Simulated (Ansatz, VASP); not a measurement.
**AlN: VASP beside Ansatz**

```
Al N
1.0
     3.04749    0.00000    0.00000
    -1.52375    2.63921    0.00000
     0.00000    0.00000    4.87638
Al N
2 2
Direct
  0.33333 0.66667 0.00000
  0.66667 0.33333 0.50000
  0.33333 0.66667 0.38500
  0.66667 0.33333 0.88500
```

Change from the starting cell: volume scaled by 0.94, crystal datasets.

Alike in both runs: task electric field gradients; functional PBEsol; k mesh 10 × 10 × 6; occupations fermi-dirac, width 0.03 eV; no spin polarisation.

|  | VASP | Ansatz |
| --- | --- | --- |
| version | VASP 6.6.1 | Ansatz 0.2.0 |
| potentials or method | VASP PAW PBE potentials, release 64 (Al, N), cutoff 520 eV | all-electron PAW with datasets made for the crystal, scalar-relativistic |

|  | VASP | Ansatz | Ansatz less VASP |
| --- | --- | --- | --- |
| gap on the k mesh at the Fermi level (eV) | 4.64 | 4.63 | -0.007 |
| pressure (GPa) | 14.8 | 14.6 | -0.28 |
| largest component of the traceless stress (GPa) | 2.54 | 2.49 | -0.055 |
| rms of the force components (eV/Å) | 0.105 | 0.104 | -0.0003 |
| Vzz of the field gradient on the site that differs most (V/Å²) | 9.2 | 8.8 | -0.40 |

Atom by atom the forces differ by 0.000 eV/Å (rms over components). Ansatz ran all-electron here, so the differences hold the error of VASP's frozen core and of both bases.

Caveats: the PAW data sets were made with another functional, which shifts forces and pressure a little (VASP). A k mesh can miss the band edges.
